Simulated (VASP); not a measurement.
The system is HfSi2.

```
Hf Si
1.0
     1.82339   -7.29594    0.00000
     1.82339    7.29594    0.00000
     0.00000    0.00000    3.64861
Hf Si
2 4
Direct
  0.89426 0.10574 0.25000
  0.10574 0.89426 0.75000
  0.25021 0.74979 0.25000
  0.74979 0.25021 0.75000
  0.44717 0.55283 0.75000
  0.55283 0.44717 0.25000
```

The cell is a database's computed one.

| Quantity | Value |
| --- | --- |
| Program | VASP 6.6.1 |
| Task | relaxation of cell and atoms |
| Functional | PBEsol |
| Potentials or basis | VASP PAW PBE potentials, release 64 (Hf_pv, Si) |
| Cutoff | 600 eV |
| k mesh | 10 × 10 × 10 |
| Occupations | gaussian, width 0.1 eV |
| Spin | no spin polarisation |

At the start: pressure -2.0 GPa; volume 16.18 Å³/atom.

Q: How do energy, volume and symmetry change on relaxing?

A: Over 11 steps the energy falls by 3.5 meV/atom and the volume is 15.90 Å³/atom (-1.8 %); space group Cmcm (No. 63, to 0.05 Å).

The path:
```csv
step,energy change (eV),largest force (eV/Å),pressure (GPa),volume (Å³)
1,0.0000,0.2163,-1.96,97.08
2,-0.0060,0.1947,2.10,94.33
3,-0.0119,0.2033,0.38,95.45
4,-0.0180,0.1096,0.23,95.41
5,-0.0210,0.0239,0.02,95.35
6,-0.0210,0.0145,0.04,95.35
7,-0.0212,0.0105,-0.05,95.41
8,-0.0212,0.0103,-0.04,95.41
9,-0.0212,0.0057,0.06,95.34
10,-0.0212,0.0072,0.02,95.36
11,-0.0212,0.0016,0.01,95.37
```

Final structure:
```
CELL_PARAMETERS angstrom
1.82619 -7.17909 0.00000
1.82619 7.17909 0.00000
0.00000 0.00000 3.63731
ATOMIC_POSITIONS crystal
Hf 0.89533 0.10467 0.25000
Hf 0.10467 0.89533 0.75000
Si 0.25020 0.74980 0.25000
Si 0.74980 0.25020 0.75000
Si 0.44496 0.55504 0.75000
Si 0.55504 0.44496 0.25000
```

Caveat: the PAW data sets were made with another functional, which shifts forces and pressure a little.
